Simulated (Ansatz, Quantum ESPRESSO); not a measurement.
This is a calculation of CuO for Quantum ESPRESSO 7.5. Atoms were shifted at random by some hundredths of an Å from the given cell, which wasn't relaxed again for these runs. The cell comes from a database or a generator and needn't be the stable form of this composition.

Contents of pw.in:

```
&CONTROL
  calculation = 'scf'
  prefix = 'pwscf'
  outdir = './tmp'
  pseudo_dir = './pseudo'
  tprnfor = .true.
  tstress = .true.
  disk_io = 'nowf'
/
&SYSTEM
  ibrav = 0
  nat = 4
  ntyp = 2
  ecutwfc = 55
  ecutrho = 440
  nbnd = 25
  occupations = 'smearing'
  smearing = 'fd'
  degauss = 0.00367493
/
&ELECTRONS
  conv_thr = 8d-10
  electron_maxstep = 120
  mixing_beta = 0.5
/
ATOMIC_SPECIES
Cu    63.5460 Cu.paw.z_11.ld1.psl.v1.0.0-low.upf
O     15.9990 O.pbe-n-kjpaw_psl.0.1.UPF
CELL_PARAMETERS angstrom
   3.1754955000    0.0000000000    0.0000000000
   0.0000000000    3.1754955000    0.0000000000
   0.0000000000    0.0000000000    4.6495318700
ATOMIC_POSITIONS crystal
Cu    -0.0019590000    0.0009470000   -0.0045530000
Cu     0.4996480000    0.5073270000    0.0017850000
O      0.5054960000   -0.0039170000    0.2676500000
O     -0.0021780000    0.5003410000    0.7249710000
K_POINTS automatic
8 8 6 0 0 0
```

Potentials or basis: SSSP 1.3 efficiency PBE.

Launch:

```bash
$ OMP_NUM_THREADS=1 pw.x -in pw.in > pw.out
```

Task: Translate it to Ansatz 0.2.0. Potentials or basis there: Ansatz PAW, cutoff 420 eV.

Result: As run (cutoffs and basis follow the program's own potentials, and thresholds, step limits or extra output files can differ):

File input.yaml:

```yaml
crystal:
  lattice:
    - [3.1754955, 0.0, 0.0]
    - [0.0, 3.1754955, 0.0]
    - [0.0, 0.0, 4.64953187]
  atoms:
    - { symbol: Cu, position: [-0.001959, 0.000947, -0.004553] }
    - { symbol: Cu, position: [0.499648, 0.507327, 0.001785] }
    - { symbol: O, position: [0.505496, -0.003917, 0.26765] }
    - { symbol: O, position: [-0.002178, 0.500341, 0.724971] }
hamiltonian:
  xc: pbe
  pseudopotentials: { kind: paw }
kpoints:
  mp_grid: { grid: [8, 8, 6] }
scf:
  occupations: { method: fermi_dirac, width: 0.05 }
output:
  forces: true
  stress: true
  eigenvalues: true
```

Potentials or basis: Ansatz PAW.

Run with:

```bash
$ ansatz run input.yaml --threads 2 --pin off --max-ram 5120MiB --backend cpu --events-out ev --progress --plain --runs-dir out
```

Both were run:

|  | Quantum ESPRESSO | Ansatz |
| --- | --- | --- |
| Pressure | 15.2 GPa | 15.2 GPa |
| Largest force | 1.182 eV/Å | 1.199 eV/Å |
| Energy over the undisturbed cell | 11.0 meV/atom | 11.2 meV/atom |

Ansatz's pressure holds a Pulay term of +0.66 GPa for its cutoff of 420 eV, which the other run lacks.

The potentials hold 34 and 50 valence electrons a cell.

Where Ansatz's input types no cutoff or centring, it takes its own default and a Γ-centred mesh.

The cell lies far from this level's equilibrium.

Pressure is positive in compression.
